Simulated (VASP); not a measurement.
# Ag (Im-3m) in VASP: notebook

Runs on Ag. Level: PBE. Tasks: single point.

Everything below comes from runs of VASP 6.6.1. Logs are shortened: lines on timing, memory, paths and dates and some standing lists are left out, and cuts for length are marked.

**1. The crystal as given**

Symmetry: Im-3m, No. 229, cubic system. The conventional cell has a = 3.246 Å, b = 3.246 Å, c = 3.246 Å, α = 90.00°, β = 90.00°, γ = 90.00°. Ag (site symmetry m-3m) has 8 Ag at 2.81 Å as nearest neighbours.

The cell was built by a generator and needn't be a form met in nature.

**2. Single point, PBE**

File INCAR:

```
SYSTEM = Ag
PREC = Accurate
ENCUT = 520
EDIFF = 1E-6
ISMEAR = 0
SIGMA = 0.05
LREAL = .False.
LASPH = .True.
NELM = 100
ALGO = Normal
ISIF = 2
LWAVE = .False.
LCHARG = .False.
GGA = PE
NBANDS = 12
```

File KPOINTS:

```
regular mesh
0
Gamma
  8 8 8
  0 0 0
```

File POSCAR:

```
Ag
1.0
   -1.6231181371      1.6231181371      1.6231181371
    1.6231181371     -1.6231181371      1.6231181371
    1.6231181371      1.6231181371     -1.6231181371
Ag
1
Direct
    0.0000000000      0.0000000000      0.0000000000
```

Potentials or basis: VASP PAW PBE potentials, release 64 (Ag).

On the command line:

```bash
$ cat potpaw_PBE.64/Ag/POTCAR > POTCAR
$ mpirun -np 1 vasp_std > vasp.out
```

OUTCAR:

```text
SYSTEM = Ag
   PREC = Accurate
   ENCUT = 520
   EDIFF = 1E-6
   ISMEAR = 0
   LREAL = .False.
   LASPH = .True.
   NELM = 100
   ISIF = 2
   GGA = PE

 ion  position               nearest neighbor table
   1  0.000  0.000  0.000-

  LATTYP: Found a body centered cubic cell.
 ALAT       =     3.2462362742

  Lattice vectors:

 A1 = (  -1.6231181371,   1.6231181371,   1.6231181371)
 A2 = (   1.6231181371,  -1.6231181371,   1.6231181371)
 A3 = (   1.6231181371,   1.6231181371,  -1.6231181371)

Analysis of symmetry for initial positions (statically):
=====================================================================
 Subroutine PRICEL returns:
 Original cell was already a primitive cell.

 Routine SETGRP: Setting up the symmetry group for a
 body centered cubic supercell.

 Subroutine GETGRP returns: Found 48 space group operations
 (whereof 48 operations were pure point group operations)
 out of a pool of 48 trial point group operations.

The static configuration has the point symmetry O_h .

Analysis of symmetry for dynamics (positions and initial velocities):
=====================================================================
 Subroutine PRICEL returns:
 Original cell was already a primitive cell.

 Routine SETGRP: Setting up the symmetry group for a
 body centered cubic supercell.

 Subroutine GETGRP returns: Found 48 space group operations
 (whereof 48 operations were pure point group operations)
 out of a pool of 48 trial point group operations.

The dynamic configuration has the point symmetry O_h .

 Subroutine INISYM returns: Found 48 space group operations
 (whereof 48 operations are pure point group operations),
 and found     1 'primitive' translations

----------------------------------------------------------------------------------------

                                     Primitive cell

  volume of cell :      17.1045

  direct lattice vectors                    reciprocal lattice vectors
    -1.623118137  1.623118137  1.623118137     0.000000000  0.308049050  0.308049050
     1.623118137 -1.623118137  1.623118137     0.308049050  0.000000000  0.308049050
     1.623118137  1.623118137 -1.623118137     0.308049050  0.308049050  0.000000000

  length of vectors
     2.811323080  2.811323080  2.811323080     0.435647144  0.435647144  0.435647144

  position of ions in fractional coordinates (direct lattice)
     0.000000000  0.000000000  0.000000000
[... 77 lines left out ...]
   LREAL  =      F    real-space projection
   EDIFFG = 0.1E-04   stopping-criterion for IOM
   NSW    =      0    number of steps for IOM
   IBRION =     -1    ionic relax: 0-MD 1-quasi-New 2-CG
   NFREE  =      0    steps in history (QN), initial steepest desc. (CG)
   ISIF   =      2    stress and relaxation
   ISYM   =      2    0-nonsym 1-usesym 2-fastsym
   POTIM  = 0.5000    time-step for ionic-motion
   TEBEG  =    0.0;   TEEND  =   0.0 temperature during run
   PSTRESS=    0.0 pullay stress
   NELECT =      11.0000    total number of electrons
   NUPDOWN=      -1.0000    fix difference up-down
   EMIN   =  10.00;   EMAX   =-10.00  energy-range for DOS
   EFERMI =   0.00;   METHOD = LEGACY
   ISMEAR =     0;   SIGMA  =   0.05  broadening in eV -4-tet -1-fermi 0-gaus
   EFERMI_NEDOS =   21; number of points for ismear=-14 and -15
   IALGO  =     38    algorithm
   IMIX   =      4    mixing-type and parameters
     AMIX     =   0.40;   BMIX     =  1.00
     AMIX_MAG =   1.60;   BMIX_MAG =  1.00
  volume/ion in A,a.u.               =      17.10       115.43
  Fermi-wavevector in a.u.,A,eV,Ry     =   1.413087  2.670347 27.168319  1.996815
  Thomas-Fermi vector in A             =   2.534769
   LORBIT       =      0    0 simple, 1 ext, 2 COOP (PROOUT), +10 PAW based schemes
   GGA     = PE    functional components
   LHFCALC =     F    Hartree Fock is set to
   AEXX    =    0.0000 exact exchange contribution
   IVDW    =     0    specifies the selected vdW correction
   LEPSILON=     F    determine dielectric tensor
   LRPA    =     F    only Hartree local field effects (RPA)
 non-spin polarized calculation
 Gauss-broadening in eV      SIGMA  =   0.05
  energy-cutoff  :      520.00
  volume of cell :       17.10
 maximum number of plane-waves:       471
 NGX is ok and might be reduce to    24
   NGX = 11   NGY = 11   NGZ = 11

 number of electron      11.0000000 magnetization

 Free energy of the ion-electron system (eV)
  ---------------------------------------------------
  ext. energy  EPLUGINS =         0.00000000
  ---------------------------------------------------
  free energy    TOTEN  =        -2.62390807 eV

  energy without entropy =       -2.62126124  energy(sigma->0) =       -2.62258466

 E-fermi :   8.5483     XC(G=0): -12.1940

 val. band max:        8.5464953779   @ k =   0.3750   0.1250  -0.0000
 cond. band min:       8.6649691903   @ k =   0.2500   0.2500   0.0000
 fundamental gap:      0.1184738124
 Fermi energy:         8.5483210210

 k-point     1 :       0.0000    0.0000    0.0000
  band No.  band energies     occupation
      1       0.6475      2.00000
      2       3.4662      2.00000
      3       3.4662      2.00000
      4       3.4662      2.00000
      5       4.7913      2.00000
      6       4.7913      2.00000
      7      26.3610      0.00000
      8      26.3610      0.00000
      9      26.3610      0.00000
     10      32.6457      0.00000
     11      32.6464      0.00000
     12      32.6511      0.00000
[... 331 lines left out ...]
 k-point    24 :      -0.3750    0.3750    0.2500
  band No.  band energies     occupation
      1       2.7658      2.00000
      2       3.0583      2.00000
      3       3.9599      2.00000
      4       4.3629      2.00000
      5       5.2329      2.00000
      6       8.8008      0.00000
      7      16.9286      0.00000
      8      19.4039      0.00000
      9      21.9060      0.00000
     10      24.3279      0.00000
     11      31.5703      0.00000
     12      33.5663      0.00000

 [... further k-points ...]
[... 5 lines left out ...]
  --------------------------------------------------------------------------------------
  -------------------------------------------------------------------------------------
  Total        0.5209554      0.5209554      0.5209554     -0.0000000     -0.0000000      0.0000000
  in kB       48.7978533     48.7978533     48.7978533     -0.0000000     -0.0000000      0.0000000
  external PRESSURE =      48.7978533 kB  Pullay stress =       0.0000000 kB

 VOLUME and BASIS-vectors are now :
 -----------------------------------------------------------------------------
  energy-cutoff  :      520.00
  volume of cell :       17.10
      direct lattice vectors                 reciprocal lattice vectors
    -1.623118137  1.623118137  1.623118137     0.000000000  0.308049050  0.308049050
     1.623118137 -1.623118137  1.623118137     0.308049050  0.000000000  0.308049050
     1.623118137  1.623118137 -1.623118137     0.308049050  0.308049050  0.000000000

 POSITION                                       TOTAL-FORCE (eV/Angst)
 -----------------------------------------------------------------------------------
      0.00000      0.00000      0.00000         0.000000      0.000000      0.000000
 -----------------------------------------------------------------------------------
    total drift:                               -0.000000      0.000000     -0.000000

  FREE ENERGIE OF THE ION-ELECTRON SYSTEM (eV)
  ---------------------------------------------------
  free  energy   TOTEN  =        -2.6239080747 eV

  energy  without entropy=       -2.6212612369  energy(sigma->0) =       -2.62258466
```

stdout:

```text
POSCAR found type information on POSCAR Ag
 POSCAR found :  1 types and       1 ions
 scaLAPACK will be used
 LDA part: xc-table for (Slater+PW92), standard interpolation
 POSCAR, INCAR and KPOINTS ok, starting setup
 FFT: planning ... GRIDC
 FFT: planning ... GRID_SOFT
 FFT: planning ... GRID
 WAVECAR not read
 entering main loop
```

Wall time 3.5 s (1 thread of Intel Xeon 6975P-C (Granite Rapids), shared host); peak memory 0.14 GiB.

What came out:

```
Free energy            : -2.6239 eV
Pressure               : 4.9 GPa
Band gap on the k mesh : none (metal or under the smearing width)
```

**3. Single point, PBE, non-collinear spin, zero start, spin-orbit coupling**

This run uses another cell than the first one, of 18.02 Å³/atom, 1.054 times its volume.

File INCAR:

```
SYSTEM = Ag
PREC     = Accurate       ! precision mode
ENCUT    = 520            ! plane-wave cutoff, eV
EDIFF    = 1E-7           ! SCF threshold, eV
ISMEAR   = 0              ! smearing method
SIGMA    = 0.05           ! smearing width, eV
LREAL    = .False.        ! projectors in reciprocal space
LASPH    = .True.         ! aspherical terms in the spheres
NELM     = 150            ! most SCF steps
ALGO     = Normal         ! electronic algorithm
ISIF     = 2              ! what is computed and relaxed
LWAVE    = .False.        ! write WAVECAR
LCHARG   = .True.         ! write CHGCAR
MAGMOM   = 0 0 0          ! initial moments
LORBIT   = 11             ! projections on sites
LSORBIT  = .True.         ! spin-orbit coupling
GGA_COMPAT= .False.      
LORBMOM  = .True.       
LMAXMIX  = 4              ! l up to which the mixer works
GGA      = PE             ! functional
LVHAR    = .True.       
NBANDS   = 22             ! bands
```

File KPOINTS:

```
regular mesh
0
Gamma
  18 18 18
  0 0 0
```

File POSCAR:

```
Ag
1.0
   -1.6515959497      1.6515959497      1.6515959497
    1.6515959497     -1.6515959497      1.6515959497
    1.6515959497      1.6515959497     -1.6515959497
Ag
1
Direct
    0.0000000000      0.0000000000      0.0000000000
```

Potentials or basis: VASP PAW PBE potentials, release 64 (Ag).

On the command line:

```bash
$ cat potpaw_PBE.64/Ag/POTCAR > POTCAR
$ mpirun -np 1 vasp_ncl > vasp.out
```

It took 88 s on 1 thread of Intel Xeon 6975P-C (Granite Rapids), shared host; peak memory 0.26 GiB.

Results (log left out):

```
Free energy                                           : -2.7078 eV
Pressure                                              : -0.2 GPa
Net moment                                            : 0.00 μB per cell
Valence electrons inside the program's atomic spheres : Ag 9.83
```

Moments on the atoms (μB; x, y, z):
```
Ag  0.00 0.00 0.00
```

**4. Single point, PBE, non-collinear spin, zero start, spin-orbit coupling**

This run uses another cell than the first one, of 18.02 Å³/atom, 1.054 times its volume.

File INCAR:

```
PREC     = Accurate       # precision mode
ENCUT    = 520            # plane-wave cutoff, eV
EDIFF    = 1E-6           # SCF threshold, eV
ISMEAR   = 0              # smearing method
SIGMA    = 0.05           # smearing width, eV
LREAL    = F              # projectors in reciprocal space
LASPH    = T              # aspherical terms in the spheres
NELM     = 150            # most SCF steps
ALGO     = Normal         # electronic algorithm
ISIF     = 2              # what is computed and relaxed
LWAVE    = F              # write WAVECAR
LCHARG   = F              # write CHGCAR
MAGMOM   = 0 0 0          # initial moments
LORBIT   = 11             # projections on sites
LSORBIT  = T              # spin-orbit coupling
GGA_COMPAT= F            
LORBMOM  = T            
LMAXMIX  = 4              # l up to which the mixer works
GGA      = PE             # functional
NBANDS   = 22             # bands
```

File KPOINTS:

```
regular mesh
0
Gamma
  18 18 18
```

POSCAR is that of step 3.

Potentials or basis: VASP PAW PBE potentials, release 64 (Ag).

On the command line:

```bash
$ cat potpaw_PBE.64/Ag/POTCAR > POTCAR
$ mpirun -np 1 vasp_ncl > vasp.out
```

OUTCAR:

```text
PREC = Accurate
   ENCUT = 520
   EDIFF = 1E-6
   ISMEAR = 0
   LREAL = F
   LASPH = T
   NELM = 150
   ISIF = 2
   LORBIT = 11
   LSORBIT = T
   GGA = PE

 ion  position               nearest neighbor table
   1  0.000  0.000  0.000-

  LATTYP: Found a body centered cubic cell.
 ALAT       =     3.3031918994

  Lattice vectors:

 A1 = (  -1.6515959497,   1.6515959497,   1.6515959497)
 A2 = (   1.6515959497,  -1.6515959497,   1.6515959497)
 A3 = (   1.6515959497,   1.6515959497,  -1.6515959497)

Analysis of symmetry for initial positions (statically):
=====================================================================
 Subroutine PRICEL returns:
 Original cell was already a primitive cell.

 Routine SETGRP: Setting up the symmetry group for a
 body centered cubic supercell.

 Subroutine GETGRP returns: Found 48 space group operations
 (whereof 48 operations were pure point group operations)
 out of a pool of 48 trial point group operations.

The static configuration has the point symmetry O_h .

Analysis of symmetry for dynamics (positions and initial velocities):
=====================================================================
 Subroutine PRICEL returns:
 Original cell was already a primitive cell.

[... 808 lines left out ...]
  free  energy   TOTEN  =        -2.7077703764 eV

  energy  without entropy=       -2.7071403316  energy(sigma->0) =       -2.70745535

 orbital moment (x)

 # of ion     p       d       tot
 ----------------------------------------
  1         0.000   0.000   0.000
 ----------------------------------------
            0.000   0.000   0.000

 orbital moment (y)

 # of ion     p       d       tot
 ----------------------------------------
  1         0.000   0.000   0.000
 ----------------------------------------
            0.000   0.000   0.000

 orbital moment (z)

 # of ion     p       d       tot
 ----------------------------------------
  1         0.000   0.000   0.000
 ----------------------------------------
            0.000   0.000   0.000

 Spin-Orbit-Coupling matrix elements

 Ion:    1  E_soc:     -0.0525268
 l=   1
     0.0000000    -0.0017900    -0.0017900
    -0.0017900     0.0000000    -0.0017900
    -0.0017900    -0.0017900     0.0000000
 l=   2
     0.0000000    -0.0014462     0.0000000    -0.0014462    -0.0055182
    -0.0014462     0.0000000    -0.0041387    -0.0014462    -0.0013796
     0.0000000    -0.0041387     0.0000000    -0.0041387     0.0000000
    -0.0014462    -0.0014462    -0.0041387     0.0000000    -0.0013796
    -0.0055182    -0.0013796     0.0000000    -0.0013796     0.0000000
 l=   3
     0.0000000     0.0000000     0.0000000     0.0000000     0.0000000     0.0000000     0.0000000
     0.0000000     0.0000000     0.0000000     0.0000000     0.0000000     0.0000000     0.0000000
     0.0000000     0.0000000     0.0000000     0.0000000     0.0000000     0.0000000     0.0000000
     0.0000000     0.0000000     0.0000000     0.0000000     0.0000000     0.0000000     0.0000000
     0.0000000     0.0000000     0.0000000     0.0000000     0.0000000     0.0000000     0.0000000
     0.0000000     0.0000000     0.0000000     0.0000000     0.0000000     0.0000000     0.0000000
     0.0000000     0.0000000     0.0000000     0.0000000     0.0000000     0.0000000     0.0000000

 total charge

# of ion       s       p       d       tot
------------------------------------------
    1        0.408   0.264   9.162   9.833

 magnetization (x)

# of ion       s       p       d       tot
------------------------------------------
    1        0.000   0.000   0.000   0.000

 magnetization (y)

# of ion       s       p       d       tot
------------------------------------------
    1       -0.000  -0.000   0.000  -0.000

 magnetization (z)

# of ion       s       p       d       tot
------------------------------------------
    1        0.000  -0.000   0.000   0.000
```

OSZICAR:

```text
N       E                     dE             d eps       ncg     rms          rms(c)
DAV:   1     0.672175354880E+02    0.67218E+02   -0.55122E+03  8620   0.971E+02
DAV:   2    -0.140293739946E+01   -0.68620E+02   -0.63699E+02  9732   0.240E+02
DAV:   3    -0.294028124870E+01   -0.15373E+01   -0.15311E+01 10112   0.386E+01
DAV:   4    -0.294615270702E+01   -0.58715E-02   -0.58710E-02  9598   0.242E+00
DAV:   5    -0.294621408213E+01   -0.61375E-04   -0.61373E-04  9926   0.248E-01    0.462E+00
DAV:   6    -0.271590632045E+01    0.23031E+00   -0.47039E-01  9450   0.946E+00    0.313E+00
DAV:   7    -0.271024305007E+01    0.56633E-02   -0.54743E-03  9540   0.854E-01    0.181E+00
DAV:   8    -0.270775057618E+01    0.24925E-02   -0.51115E-04  9482   0.228E-01    0.314E-01
DAV:   9    -0.270776075592E+01   -0.10180E-04   -0.85589E-06  9706   0.232E-02    0.372E-02
DAV:  10    -0.270776821026E+01   -0.74543E-05   -0.20752E-06  9486   0.163E-02    0.205E-02
DAV:  11    -0.270777045353E+01   -0.22433E-05   -0.11698E-06  8736   0.117E-02    0.720E-04
DAV:  12    -0.270777037640E+01    0.77127E-07   -0.15296E-08  4944   0.124E-03
   1 F= -.27077704E+01 E0= -.27074554E+01  d E =-.630045E-03  mag=    -0.0000     0.0000     0.0000
```

stdout:

```text
POSCAR found type information on POSCAR Ag
 POSCAR found :  1 types and       1 ions
 scaLAPACK will be used
 LDA part: xc-table for (Slater+PW92), standard interpolation
 POSCAR, INCAR and KPOINTS ok, starting setup
 FFT: planning ... GRIDC
 FFT: planning ... GRID_SOFT
 FFT: planning ... GRID
 WAVECAR not read
 entering main loop
```

Wall time 66 s (1 thread of Intel Xeon 6975P-C (Granite Rapids), shared host); peak memory 0.27 GiB.

What came out:

* Free energy: -2.7078 eV
* Pressure: -0.2 GPa
* Net moment: 0.00 μB per cell
* Valence electrons inside the program's atomic spheres: Ag 9.83

Moments on the atoms (μB; x, y, z):
```
Ag  0.00 0.00 0.00
```
